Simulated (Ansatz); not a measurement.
Band table of Pd (sc type)

```xyz
1
Lattice="2.6146 0.0000 0.0000 0.0000 2.6146 0.0000 0.0000 0.0000 2.6146" Properties=species:S:1:pos:R:3 pbc="T T T"
Pd    0.0000    0.0000    0.0000
```

The cell comes from a relaxation on PAW files under the same functional, begun from a prototype that needn't be the stable phase.

All numbers are PBE results (scalar-relativistic) from Ansatz 0.2.0, with a Γ-centred 15×15×15 k mesh, Fermi–Dirac smearing of 0.08 eV, no spin polarisation. Methods: PAW: frozen-core files, cutoff 420 eV.

This run: the series' base cell.

Path points, in fractions of the reciprocal vectors: Γ (0.000, 0.000, 0.000), X (0.000, 0.500, 0.000), M (0.500, 0.500, 0.000), R (0.500, 0.500, 0.500). The distance column jumps between branches of the path. Levels in eV from the Fermi level; bands 5 to 11, counted from the lowest band of the run. The gap is zero, the pressure -0.04 GPa.

```
# k(1/Å) point b5 b6 b7 b8 b9 b10 b11
0.000 Γ -5.91 -4.45 -4.45 0.00 0.00 0.00 16.36
0.150 - -5.81 -4.43 -4.37 -0.07 -0.07 0.00 15.53
0.300 - -5.53 -4.38 -4.12 -0.26 -0.26 0.02 13.80
0.451 - -5.15 -4.31 -3.66 -0.52 -0.52 0.04 11.88
0.601 - -4.75 -4.22 -2.95 -0.82 -0.82 0.07 9.99
0.751 - -4.39 -4.13 -2.03 -1.10 -1.10 0.09 8.22
0.901 - -4.10 -4.06 -1.32 -1.32 -0.98 0.12 6.63
1.051 - -4.00 -3.91 -1.47 -1.47 -0.01 0.13 5.36
1.202 X -3.99 -3.85 -1.52 -1.52 0.14 0.44 4.80
1.352 - -3.94 -3.73 -1.81 -1.51 0.08 0.77 4.81
1.502 - -3.86 -3.33 -2.39 -1.48 -0.08 1.47 4.85
1.652 - -3.77 -3.00 -2.67 -1.44 -0.32 2.29 4.91
1.802 - -3.65 -3.56 -1.81 -1.38 -0.59 3.14 5.00
1.953 - -4.02 -3.54 -1.33 -0.85 -0.84 3.98 5.12
2.103 - -4.36 -3.44 -1.28 -1.06 0.11 4.74 5.27
2.253 - -4.57 -3.37 -1.25 -1.19 0.84 5.31 5.44
2.403 M -4.65 -3.35 -1.24 -1.24 1.12 5.53 5.53
2.615 - -4.50 -3.40 -1.21 -1.19 0.62 4.44 6.13
2.828 - -4.12 -3.53 -1.12 -1.07 -0.42 2.41 7.48
3.040 - -3.81 -3.52 -1.53 -0.97 -0.88 0.46 9.10
3.253 - -4.08 -3.24 -2.52 -0.86 -0.76 -0.64 10.83
3.465 - -4.51 -3.70 -3.34 -0.96 -0.51 -0.40 12.59
3.678 - -5.15 -4.17 -3.95 -0.51 -0.26 -0.20 14.30
3.890 - -5.71 -4.38 -4.32 -0.14 -0.07 -0.05 15.63
4.102 Γ -5.91 -4.45 -4.45 0.00 0.00 0.00 16.36
4.362 - -5.61 -4.31 -4.31 -0.15 -0.12 -0.12 15.71
4.623 - -4.75 -3.89 -3.89 -0.48 -0.48 -0.48 14.72
4.883 - -3.69 -3.22 -3.22 -1.03 -1.03 -0.56 13.83
5.143 - -3.27 -2.46 -2.46 -1.60 -1.60 0.62 13.04
5.403 - -3.45 -2.66 -2.66 -1.07 -1.07 3.05 12.45
5.663 - -3.66 -3.24 -3.24 -0.02 -0.02 6.10 11.89
5.923 - -3.77 -3.66 -3.66 0.86 0.86 9.28 11.36
6.183 R -3.80 -3.80 -3.80 1.21 1.21 11.06 11.11
6.396 - -3.80 -3.73 -3.66 0.86 1.08 10.20 10.42
6.608 - -3.79 -3.51 -3.26 0.01 0.68 8.49 8.93
6.821 - -3.71 -3.17 -2.67 -1.02 0.00 6.95 7.21
7.033 - -3.51 -2.75 -2.11 -2.00 -0.77 5.47 5.89
7.245 - -3.14 -2.84 -2.36 -2.30 -0.81 3.82 5.26
7.458 - -3.47 -3.11 -2.60 -1.90 -0.33 2.32 4.95
7.670 - -3.85 -3.65 -1.94 -1.62 0.02 1.06 4.83
7.883 X -3.99 -3.85 -1.52 -1.52 0.14 0.44 4.80
9.582 R -3.80 -3.80 -3.80 1.21 1.21 11.06 11.11
9.732 - -3.84 -3.73 -3.73 0.97 1.21 10.82 10.82
9.882 - -3.94 -3.52 -3.52 0.34 1.20 10.10 10.10
10.032 - -4.08 -3.18 -3.18 -0.51 1.18 9.16 9.16
10.183 - -4.25 -2.75 -2.75 -1.40 1.17 8.15 8.15
10.333 - -4.40 -2.25 -2.25 -2.20 1.15 7.18 7.18
10.483 - -4.53 -2.82 -1.76 -1.76 1.13 6.34 6.34
10.633 - -4.62 -3.22 -1.38 -1.38 1.12 5.75 5.75
10.783 M -4.65 -3.35 -1.24 -1.24 1.12 5.53 5.53
```
